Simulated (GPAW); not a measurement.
# Quick settings and what they miss: InN (P6_3mc, 12 atoms in the cell)

Self-consistent single point.

```xyz
12
Lattice="3.5629 0.0000 0.0000 -1.7814 3.0855 0.0000 0.0000 0.0000 17.4829" Properties=species:S:1:pos:R:3 pbc="T T T"
In     0.0000     0.0000     0.0000
In     0.0000     0.0000     8.7414
In     1.7814     1.0285    14.5676
In     0.0000     2.0570     5.8262
In     1.7814     1.0285     2.9109
In     0.0000     2.0570    11.6523
N      0.0000     0.0000    15.2905
N      0.0000     0.0000     6.5491
N      1.7814     1.0285    12.3753
N      0.0000     2.0570     3.6338
N      1.7814     1.0285     0.7255
N      0.0000     2.0570     9.4670
```

Method: LDA (Perdew-Wang 92), GPAW PAW datasets LDA (gpaw-data 1.0.1) (plane waves; GPAW).

Base settings: mode = pw; ecut = 900 eV; xc = LDA; kpts = 5 5 1; mesh shift (steps) = 0 0 0; occupations.name = methfessel-paxton; occupations.width = 0.136 eV; occupations.order = 1; nbands = -18; convergence.forces = 0.001 eV/Å; symmetry.symmorphic = false; symmetry.tolerance = 0.0005.

Tight run (finer mesh or higher cutoff; not a proven limit): ecut: 900 eV → 1260 eV; kpts: 5 5 1 → 7 7 2; convergence.forces: 0.001 eV/Å → default; convergence.energy: default → 9e-12 eV/electron; convergence.density: default → 1e-07 e/electron; convergence.eigenstates: default → 9e-16. It gave Fermi level (on the code's own zero) 5.78 eV; pressure -8.41 GPa; largest force (vector length) 0.072 eV/Å.

Quick runs, as changes from the base:
- A: the base itself
- B: ecut: 900 eV → 540 eV; kpts: 5 5 1 → 1 1 1; convergence.forces: 0.001 eV/Å → default; convergence.energy: default → 9e-07 eV/electron; convergence.density: default → 5e-05 e/electron; convergence.eigenstates: default → 9e-11

Energies are extrapolated to zero smearing width, which holds to low order in the width alone.

The count of work is k-points × plane waves × bands × iterations; it is no time. 

The starting cell was generated: these elements placed on a structure prototype, without a prior relaxation; it need not be a known phase or ordering of this composition. Its lattice was rescaled by a random factor within 2.5 % of one. The run gives no clean gap (levels at the Fermi energy touch, overlap or are partly filled at this smearing), which alone does not show that the compound is a metal. Without a gap this mesh is coarse (it stands for a supercell whose shortest vector is 17 Å).

```tsv
run	energy less tight (meV/atom)	largest miss in a force vector (eV/Å)	count of work / tight
A	6.4	0.008	0.086
B	3077.0	2.727	0.0062
```

Among the runs at the tight run's level, the energy misses run from 6.4 to 3077.0 meV/atom.

Left out of this page: 4 runs of the series outside the window shown, repeating another row's setting, or not comparable.
